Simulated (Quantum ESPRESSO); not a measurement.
## WS2 in Quantum ESPRESSO: the effect of magnetic state

Crystal: WS2.

```xyz
3
Lattice="1.8439 1.0646 5.5749 -1.8439 1.0646 5.5749 0.0000 -2.1292 5.5749" Properties=species:S:1:pos:R:3 pbc="T T T"
W     0.0000    0.0000    0.0000
S     0.0000    0.0000    4.2146
S     0.0000    0.0000   12.5101
```

The cell was built by a generator and needn't be a form met in nature.

Alike in all runs:

```yaml
Program: Quantum ESPRESSO 7.5
Task: single point
Functional: PBE
Potentials_or_basis: GBRV 1.5 PBE
Cutoff: 762 eV
Density_cutoff: 6095 eV
k_mesh: 6 × 6 × 6
Occupations: gaussian, width 0.05 eV
Hubbard_terms: W d U = 3 eV
```

Question: One run gave: pressure -6.0 GPa; largest force 0.86 eV/Å. Which magnetic state did it use?
A. nm
B. fm
C. nm_spin

Answer: B.

| magnetic state | spin | starting moments | fixed moment | pressure (GPa) | largest force (eV/Å) |
| --- | --- | --- | --- | --- | --- |
| nm | no spin polarisation | - | - | -14.0 | 0.68 |
| nm_spin | collinear spin, zero start | [0.0, 0.0, 0.0] μB | 0 μB | -14.0 | 0.68 |
| fm | collinear spin, ferromagnetic start | [2.0, 0.0, 0.0] μB | - | -6.0 | 0.86 |

Caveats: U without spin polarisation on a metal has little footing (some runs); the total moment is fixed, so each spin has its own Fermi level (some runs).
